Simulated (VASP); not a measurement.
# Al (Fm-3m) in VASP: further runs

Runs on Al. Level: PBE. Tasks: single point.

Program: VASP 6.6.1. These are calculated values, not measurements. Logs are shortened: lines on timing, memory, paths and dates and some standing lists are left out, and cuts for length are marked.

## (1) The undisturbed crystal

Symmetry: Fm-3m, No. 225, cubic system. The conventional cell has a = 4.050 Å, b = 4.050 Å, c = 4.050 Å, α = 90.00°, β = 90.00°, γ = 90.00°. Al (site symmetry m-3m) is surrounded by 12 Al at 2.86 Å.

## (2) Single point, PBE (grid = ENCUT=280 dk=0.35 cell=2x2x2 ISMEAR=1 SIGMA=0.1 LREAL=Auto EDIFF=1e-06)

File INCAR:

```
SYSTEM = Al
PREC = Accurate
ENCUT = 280
EDIFF = 1E-6
ISMEAR = 1
SIGMA = 0.1
LREAL = Auto
LASPH = .TRUE.
NELM = 120
ALGO = Fast
ISIF = 2
LWAVE = .FALSE.
LCHARG = .FALSE.
GGA = PE
NBANDS = 20
```

File KPOINTS:

```
Automatic mesh
0
G
  4 4 4
  0 0 0
```

File POSCAR:

```
Al
1.0
    0.0000000000      4.0496100000      4.0496100000
    4.0496100000      0.0000000000      4.0496100000
    4.0496100000      4.0496100000      0.0000000000
Al
8
Direct
    0.0000000000      0.0000000000      0.0000000000
    0.0000000000      0.0000000000      0.5000000000
    0.0000000000      0.5000000000      0.0000000000
    0.0000000000      0.5000000000      0.5000000000
    0.5000000000      0.0000000000      0.0000000000
    0.5000000000      0.0000000000      0.5000000000
    0.5000000000      0.5000000000      0.0000000000
    0.5000000000      0.5000000000      0.5000000000
```

Potentials or basis: VASP PAW PBE potentials, release 64 (Al).

The run is started by

```
cat potpaw_PBE.64/Al/POTCAR > POTCAR
mpirun -np 1 vasp_std > vasp.out
```

OUTCAR:

```text
SYSTEM = Al
   PREC = Accurate
   ENCUT = 280
   EDIFF = 1E-6
   ISMEAR = 1
   LREAL = Auto
   LASPH = .TRUE.
   NELM = 120
   ISIF = 2
   GGA = PE

 Found      8 irreducible k-points:

 Following reciprocal coordinates:
            Coordinates               Weight
  0.000000  0.000000  0.000000      1.000000
  0.250000  0.000000  0.000000      8.000000
  0.500000  0.000000  0.000000      4.000000
  0.250000  0.250000  0.000000      6.000000
  0.500000  0.250000  0.000000     24.000000
 -0.250000  0.250000  0.000000     12.000000
   k-points           NKPTS =      8   k-points in BZ     NKDIM =      8   number of bands    NBANDS=     20
   number of dos      NEDOS =    301   number of ions     NIONS =      8
   total plane-waves  NPLWV =  32768
   dimension x,y,z NGX =    32 NGY =   32 NGZ =   32
   dimension x,y,z NGXF=    64 NGYF=   64 NGZF=   64
   ions per type =               8
   NGX,Y,Z   is equivalent  to a cutoff of   9.29,  9.29,  9.29 a.u.
   NGXF,Y,Z  is equivalent  to a cutoff of  18.58, 18.58, 18.58 a.u.
 SYSTEM =  Al
   PREC   = accura    normal or accurate (medium, high low for compatibility)
   ISTART =      0    job   : 0-new  1-cont  2-samecut
   ICHARG =      2    charge: 1-file 2-atom 10-const
   ISPIN  =      1    spin polarized calculation?
   LNONCOLLINEAR =      F non collinear calculations
   LSORBIT =      F    spin-orbit coupling
   LASPH  =      T    aspherical Exc in radial PAW
   ENCUT  =  280.0 eV  20.58 Ry    4.54 a.u.   7.81  7.81  7.81*2*pi/ulx,y,z
   NELM   =    120;   NELMIN=  2; NELMDL= -5     # of ELM steps
   EDIFF  = 0.1E-05   stopping-criterion for ELM
   LREAL  =      T    real-space projection
   EDIFFG = 0.1E-04   stopping-criterion for IOM
   NSW    =      0    number of steps for IOM
[... 5 lines left out ...]
   TEBEG  =    0.0;   TEEND  =   0.0 temperature during run
   PSTRESS=    0.0 pullay stress
   NELECT =      24.0000    total number of electrons
   NUPDOWN=      -1.0000    fix difference up-down
   EMIN   =  10.00;   EMAX   =-10.00  energy-range for DOS
   EFERMI =   0.00;   METHOD = LEGACY
   ISMEAR =     1;   SIGMA  =   0.10  broadening in eV -4-tet -1-fermi 0-gaus
   EFERMI_NEDOS =   21; number of points for ismear=-14 and -15
   IALGO  =     68    algorithm
   IMIX   =      4    mixing-type and parameters
     AMIX     =   0.40;   BMIX     =  1.00
     AMIX_MAG =   1.60;   BMIX_MAG =  1.00
  volume/ion in A,a.u.               =      16.60       112.04
  Fermi-wavevector in a.u.,A,eV,Ry     =   0.925526  1.748991 11.654733  0.856599
  Thomas-Fermi vector in A             =   2.051390
   LORBIT       =      0    0 simple, 1 ext, 2 COOP (PROOUT), +10 PAW based schemes
   GGA     = PE    functional components
   LHFCALC =     F    Hartree Fock is set to
   AEXX    =    0.0000 exact exchange contribution
   IVDW    =     0    specifies the selected vdW correction
   LEPSILON=     F    determine dielectric tensor
   LRPA    =     F    only Hartree local field effects (RPA)
 non-spin polarized calculation
 RMM-DIIS sequential band-by-band and
 Methfessel and Paxton  Order N= 1 SIGMA  =   0.10
  energy-cutoff  :      280.00
  volume of cell :      132.82
 maximum number of plane-waves:      1428
   NGX = 15   NGY = 15   NGZ = 15

 number of electron      23.9999998 magnetization

 Free energy of the ion-electron system (eV)
  ---------------------------------------------------
  ext. energy  EPLUGINS =         0.00000000
  ---------------------------------------------------
  free energy    TOTEN  =       -29.87654612 eV

  energy without entropy =      -29.86784563  energy(sigma->0) =      -29.87364596

 E-fermi :   8.0310     XC(G=0): -10.1727

 val. band max:        7.6225029188   @ k =  -0.2500   0.5000   0.2500
 cond. band min:       8.0777911864   @ k =   0.5000   0.2500   0.0000
 fundamental gap:      0.4552882676
 Fermi energy:         8.0309528456

 k-point     1 :       0.0000    0.0000    0.0000
  band No.  band energies     occupation
      1      -3.1535      2.00000
      2       3.3704      2.00000
      3       3.3704      2.00000
      4       3.3704      2.00000
      5       3.3704      2.00000
      6       3.5699      2.00000
[... 12 lines left out ...]
     19      13.5051      0.00000
     20      13.5051      0.00000

 k-point     2 :       0.2500    0.0000    0.0000
  band No.  band energies     occupation
      1      -2.7309      2.00000
      2       0.6062      2.00000
      3       2.7862      2.00000
      4       2.7862      2.00000
      5       2.7862      2.00000
      6       3.8272      2.00000
[... 12 lines left out ...]
     19      13.8675      0.00000
     20      13.8675      0.00000

 k-point     3 :       0.5000    0.0000    0.0000
  band No.  band energies     occupation
      1      -1.4704      2.00000
      2      -1.4704      2.00000
      3       2.9160      2.00000
      4       2.9160      2.00000
      5       2.9160      2.00000
      6       2.9160      2.00000
[... 12 lines left out ...]
     19      11.5864      0.00000
     20      11.5864      0.00000

 k-point     4 :       0.2500    0.2500    0.0000
  band No.  band energies     occupation
      1      -2.5903      2.00000
      2       1.8311      2.00000
      3       1.8379      2.00000
      4       1.8379      2.00000
      5       1.8379      2.00000
      6       1.8379      2.00000
[... 12 lines left out ...]
     19      11.1969      0.00000
     20      13.7819      0.00000

 k-point     5 :       0.5000    0.2500    0.0000
  band No.  band energies     occupation
      1      -1.6099      2.00000
      2      -0.4976      2.00000
      3       0.6047      2.00000
      4       1.7003      2.00000
      5       1.7003      2.00000
      6       3.8620      2.00000
[... 12 lines left out ...]
     19      11.5462      0.00000
     20      11.5462      0.00000

 k-point     6 :      -0.2500    0.2500    0.0000
  band No.  band energies     occupation
      1      -2.0294      2.00000
      2       0.1930      2.00000
      3       0.1930      2.00000
      4       2.3744      2.00000
      5       2.3744      2.00000
      6       4.4136      2.00000
[... 12 lines left out ...]
     19      11.8076      0.00000
     20      11.8076      0.00000

 [... further k-points ...]

------------------------ aborting loop because EDIFF is reached ----------------------------------------

  FORCE on cell =-STRESS in cart. coord.  units (eV):
  Direction    XX          YY          ZZ          XY          YZ          ZX
  --------------------------------------------------------------------------------------
  -------------------------------------------------------------------------------------
  Total       -0.3952099     -0.3952099     -0.3952099      0.0000000      0.0000000     -0.0000000
  in kB       -4.7672596     -4.7672596     -4.7672596      0.0000000      0.0000000     -0.0000000
  external PRESSURE =      -4.7672596 kB  Pullay stress =       0.0000000 kB

 VOLUME and BASIS-vectors are now :
 -----------------------------------------------------------------------------
  energy-cutoff  :      280.00
  volume of cell :      132.82
      direct lattice vectors                 reciprocal lattice vectors
     0.000000000  4.049610000  4.049610000    -0.123468680  0.123468680  0.123468680
     4.049610000  0.000000000  4.049610000     0.123468680 -0.123468680  0.123468680
     4.049610000  4.049610000  0.000000000     0.123468680  0.123468680 -0.123468680

 POSITION                                       TOTAL-FORCE (eV/Angst)
 -----------------------------------------------------------------------------------
      0.00000      0.00000      0.00000        -0.000000     -0.000000     -0.000000
      2.02481      2.02481      0.00000         0.000000      0.000000     -0.000000
      2.02481      0.00000      2.02481        -0.000000      0.000000     -0.000000
      4.04961      2.02481      2.02481         0.000000      0.000000     -0.000000
      0.00000      2.02481      2.02481        -0.000000      0.000000      0.000000
      2.02481      4.04961      2.02481         0.000000      0.000000      0.000000
      2.02481      2.02481      4.04961        -0.000000     -0.000000      0.000000
      4.04961      4.04961      4.04961         0.000000     -0.000000     -0.000000
 -----------------------------------------------------------------------------------
    total drift:                                0.000000     -0.000000     -0.000000

  FREE ENERGIE OF THE ION-ELECTRON SYSTEM (eV)
  ---------------------------------------------------
  free  energy   TOTEN  =       -29.8765461221 eV

  energy  without entropy=      -29.8678456260  energy(sigma->0) =      -29.87364596
```

It took 24 s on 1 thread of Intel Xeon Platinum 8375C at 2.90GHz (Ice Lake), shared host; peak memory 0.16 GiB.

These settings aren't checked as converged: the numbers below hold their error.

Results:

```yaml
Free_energy: -29.8765 eV
Pressure: -0.5 GPa
Band_gap_on_the_k_mesh: none (metal or under the smearing width)
```

Caveat: the cutoff is under 1.25 times the usual one of these potentials, so pressure, stress and relaxed cells hold a basis-set (Pulay) error.

## (3) Single point, PBE (grid = ENCUT=400 dk=0.45 cell=2x2x2 ISMEAR=1 SIGMA=0.1 LREAL=Auto EDIFF=1e-06)

INCAR: that of step 2 with these lines changed.

```diff
@@ -2,3 +2,3 @@
 PREC = Accurate
-ENCUT = 280
+ENCUT = 400
 EDIFF = 1E-6
```

File KPOINTS:

```
Automatic mesh
0
G
  3 3 3
  0 0 0
```

POSCAR is that of step 2.

Potentials or basis: VASP PAW PBE potentials, release 64 (Al).

The run is started by

```
cat potpaw_PBE.64/Al/POTCAR > POTCAR
mpirun -np 1 vasp_std > vasp.out
```

It took 27 s on 1 thread of Intel Xeon Platinum 8375C at 2.90GHz (Ice Lake), shared host; peak memory 0.21 GiB.

The run converged, but some of its settings lie outside the range that counts as converged, so its numbers aren't taken as properties of the crystal.

What came out:

- Free energy: -30.4865 eV
- Pressure: 0.0 GPa
- Band gap on the k mesh: none (metal or under the smearing width)

Caveat: the k mesh is coarse (spacing up to 0.45 Å⁻¹), so the values aren't converged.

## (4) Single point, PBE (grid = ENCUT=340 dk=0.35 cell=2x2x2 ISMEAR=1 SIGMA=0.1 LREAL=Auto EDIFF=1e-06)

INCAR: that of step 3 with these lines changed.

```diff
@@ -2,3 +2,3 @@
 PREC = Accurate
-ENCUT = 400
+ENCUT = 340
 EDIFF = 1E-6
```

File KPOINTS:

```
Automatic mesh
0
G
  4 4 4
  0 0 0
```

POSCAR is that of step 3.

Potentials or basis: VASP PAW PBE potentials, release 64 (Al).

The run is started by

```
cat potpaw_PBE.64/Al/POTCAR > POTCAR
mpirun -np 1 vasp_std > vasp.out
```

OUTCAR:

```text
SYSTEM = Al
   PREC = Accurate
   ENCUT = 340
   EDIFF = 1E-6
   ISMEAR = 1
   LREAL = Auto
   LASPH = .TRUE.
   NELM = 120
   ISIF = 2
   GGA = PE

 Found      8 irreducible k-points:

 Following reciprocal coordinates:
            Coordinates               Weight
  0.000000  0.000000  0.000000      1.000000
  0.250000  0.000000  0.000000      8.000000
  0.500000  0.000000  0.000000      4.000000
  0.250000  0.250000  0.000000      6.000000
  0.500000  0.250000  0.000000     24.000000
 -0.250000  0.250000  0.000000     12.000000
   k-points           NKPTS =      8   k-points in BZ     NKDIM =      8   number of bands    NBANDS=     20
   number of dos      NEDOS =    301   number of ions     NIONS =      8
   total plane-waves  NPLWV =  46656
   dimension x,y,z NGX =    36 NGY =   36 NGZ =   36
   dimension x,y,z NGXF=    72 NGYF=   72 NGZF=   72
   ions per type =               8
   NGX,Y,Z   is equivalent  to a cutoff of  10.45, 10.45, 10.45 a.u.
   NGXF,Y,Z  is equivalent  to a cutoff of  20.90, 20.90, 20.90 a.u.
 SYSTEM =  Al
   PREC   = accura    normal or accurate (medium, high low for compatibility)
   ISTART =      0    job   : 0-new  1-cont  2-samecut
   ICHARG =      2    charge: 1-file 2-atom 10-const
   ISPIN  =      1    spin polarized calculation?
   LNONCOLLINEAR =      F non collinear calculations
   LSORBIT =      F    spin-orbit coupling
   LASPH  =      T    aspherical Exc in radial PAW
   ENCUT  =  340.0 eV  24.99 Ry    5.00 a.u.   8.61  8.61  8.61*2*pi/ulx,y,z
   NELM   =    120;   NELMIN=  2; NELMDL= -5     # of ELM steps
   EDIFF  = 0.1E-05   stopping-criterion for ELM
   LREAL  =      T    real-space projection
   EDIFFG = 0.1E-04   stopping-criterion for IOM
   NSW    =      0    number of steps for IOM
[... 5 lines left out ...]
   TEBEG  =    0.0;   TEEND  =   0.0 temperature during run
   PSTRESS=    0.0 pullay stress
   NELECT =      24.0000    total number of electrons
   NUPDOWN=      -1.0000    fix difference up-down
   EMIN   =  10.00;   EMAX   =-10.00  energy-range for DOS
   EFERMI =   0.00;   METHOD = LEGACY
   ISMEAR =     1;   SIGMA  =   0.10  broadening in eV -4-tet -1-fermi 0-gaus
   EFERMI_NEDOS =   21; number of points for ismear=-14 and -15
   IALGO  =     68    algorithm
   IMIX   =      4    mixing-type and parameters
     AMIX     =   0.40;   BMIX     =  1.00
     AMIX_MAG =   1.60;   BMIX_MAG =  1.00
  volume/ion in A,a.u.               =      16.60       112.04
  Fermi-wavevector in a.u.,A,eV,Ry     =   0.925526  1.748991 11.654733  0.856599
  Thomas-Fermi vector in A             =   2.051390
   LORBIT       =      0    0 simple, 1 ext, 2 COOP (PROOUT), +10 PAW based schemes
   GGA     = PE    functional components
   LHFCALC =     F    Hartree Fock is set to
   AEXX    =    0.0000 exact exchange contribution
   IVDW    =     0    specifies the selected vdW correction
   LEPSILON=     F    determine dielectric tensor
   LRPA    =     F    only Hartree local field effects (RPA)
 non-spin polarized calculation
 RMM-DIIS sequential band-by-band and
 Methfessel and Paxton  Order N= 1 SIGMA  =   0.10
  energy-cutoff  :      340.00
  volume of cell :      132.82
 maximum number of plane-waves:      1924
 NGX is ok and might be reduce to    36
   NGX = 17   NGY = 17   NGZ = 17

 number of electron      24.0000000 magnetization

 Free energy of the ion-electron system (eV)
  ---------------------------------------------------
  ext. energy  EPLUGINS =         0.00000000
  ---------------------------------------------------
  free energy    TOTEN  =       -29.90572087 eV

  energy without entropy =      -29.89702023  energy(sigma->0) =      -29.90282066

 E-fermi :   8.0271     XC(G=0): -10.1728

 val. band max:        7.6193735818   @ k =  -0.2500   0.5000   0.2500
 cond. band min:       8.0739339561   @ k =   0.5000   0.2500   0.0000
 fundamental gap:      0.4545603742
 Fermi energy:         8.0270921933

 k-point     1 :       0.0000    0.0000    0.0000
  band No.  band energies     occupation
      1      -3.1544      2.00000
      2       3.3689      2.00000
      3       3.3689      2.00000
      4       3.3689      2.00000
      5       3.3689      2.00000
      6       3.5670      2.00000
[... 12 lines left out ...]
     19      13.5037      0.00000
[... 99 lines left out ...]
      4       2.3727      2.00000
      5       2.3727      2.00000
      6       4.4115      2.00000
[... 12 lines left out ...]
     19      11.8055      0.00000
     20      11.8055      0.00000

 [... further k-points ...]

------------------------ aborting loop because EDIFF is reached ----------------------------------------

  FORCE on cell =-STRESS in cart. coord.  units (eV):
  Direction    XX          YY          ZZ          XY          YZ          ZX
  --------------------------------------------------------------------------------------
  -------------------------------------------------------------------------------------
  Total       -0.3682873     -0.3682873     -0.3682873      0.0000000      0.0000000     -0.0000000
  in kB       -4.4425026     -4.4425026     -4.4425026      0.0000000      0.0000000     -0.0000000
  external PRESSURE =      -4.4425026 kB  Pullay stress =       0.0000000 kB

 VOLUME and BASIS-vectors are now :
 -----------------------------------------------------------------------------
  energy-cutoff  :      340.00
  volume of cell :      132.82
      direct lattice vectors                 reciprocal lattice vectors
     0.000000000  4.049610000  4.049610000    -0.123468680  0.123468680  0.123468680
     4.049610000  0.000000000  4.049610000     0.123468680 -0.123468680  0.123468680
     4.049610000  4.049610000  0.000000000     0.123468680  0.123468680 -0.123468680

 POSITION                                       TOTAL-FORCE (eV/Angst)
 -----------------------------------------------------------------------------------
      0.00000      0.00000      0.00000         0.000000      0.000000      0.000000
      2.02481      2.02481      0.00000        -0.000000     -0.000000      0.000000
      2.02481      0.00000      2.02481        -0.000000      0.000000     -0.000000
      4.04961      2.02481      2.02481         0.000000     -0.000000     -0.000000
      0.00000      2.02481      2.02481        -0.000000      0.000000     -0.000000
      2.02481      4.04961      2.02481         0.000000      0.000000      0.000000
      2.02481      2.02481      4.04961        -0.000000     -0.000000      0.000000
      4.04961      4.04961      4.04961         0.000000     -0.000000     -0.000000
 -----------------------------------------------------------------------------------
    total drift:                               -0.000000     -0.000000     -0.000000

  FREE ENERGIE OF THE ION-ELECTRON SYSTEM (eV)
  ---------------------------------------------------
  free  energy   TOTEN  =       -29.9057208698 eV

  energy  without entropy=      -29.8970202336  energy(sigma->0) =      -29.90282066
```

OSZICAR:

```text
N       E                     dE             d eps       ncg     rms          rms(c)
DAV:   1     0.117849974942E+02    0.11785E+02   -0.63396E+03   320   0.663E+02
DAV:   2    -0.286548682815E+02   -0.40440E+02   -0.38397E+02   412   0.100E+02
DAV:   3    -0.300686611154E+02   -0.14138E+01   -0.13999E+01   404   0.159E+01
DAV:   4    -0.300798781565E+02   -0.11217E-01   -0.11205E-01   396   0.157E+00
DAV:   5    -0.300799769692E+02   -0.98813E-04   -0.98807E-04   380   0.155E-01    0.371E+00
RMM:   6    -0.299798331658E+02    0.10014E+00   -0.10847E-02   325   0.566E-01    0.218E+00
RMM:   7    -0.299058178414E+02    0.74015E-01   -0.32732E-02   327   0.936E-01    0.311E-01
RMM:   8    -0.299057140130E+02    0.10383E-03   -0.13245E-03   345   0.222E-01    0.467E-02
RMM:   9    -0.299057275404E+02   -0.13527E-04   -0.21216E-04   357   0.989E-02    0.292E-02
RMM:  10    -0.299057278060E+02   -0.26554E-06   -0.46471E-05   352   0.448E-02    0.376E-02
RMM:  11    -0.299057207251E+02    0.70808E-05   -0.88487E-06   346   0.178E-02    0.144E-02
RMM:  12    -0.299057208698E+02   -0.14462E-06   -0.22983E-06   240   0.104E-02
   1 F= -.29905721E+02 E0= -.29902821E+02  d E =-.870064E-02
```

stdout:

```text
POSCAR found type information on POSCAR Al
 POSCAR found :  1 types and       8 ions
 scaLAPACK will be used
 -----------------------------------------------------------------------------
|                                                                             |
|                                                                             |
|     You have a (more or less) 'small supercell' and for smaller cells       |
|     it is recommended to use the reciprocal-space projection scheme!        |
|     The real-space optimization is not efficient for small cells and it     |
|     is also less accurate ...                                               |
|     Therefore, set LREAL=.FALSE. in the INCAR file.                         |
|                                                                             |
 -----------------------------------------------------------------------------

 LDA part: xc-table for (Slater+PW92), standard interpolation
 POSCAR, INCAR and KPOINTS ok, starting setup
 FFT: planning ... GRIDC
 FFT: planning ... GRID_SOFT
 FFT: planning ... GRID
 WAVECAR not read
 entering main loop
```

It took 26 s on 1 thread of Intel Xeon Platinum 8375C at 2.90GHz (Ice Lake), shared host; peak memory 0.18 GiB.

These settings aren't checked as converged: the numbers below hold their error.

What came out:

| Item | Value |
| --- | --- |
| Free energy | -29.9057 eV |
| Pressure | -0.4 GPa |
| Band gap on the k mesh | none (metal or under the smearing width) |
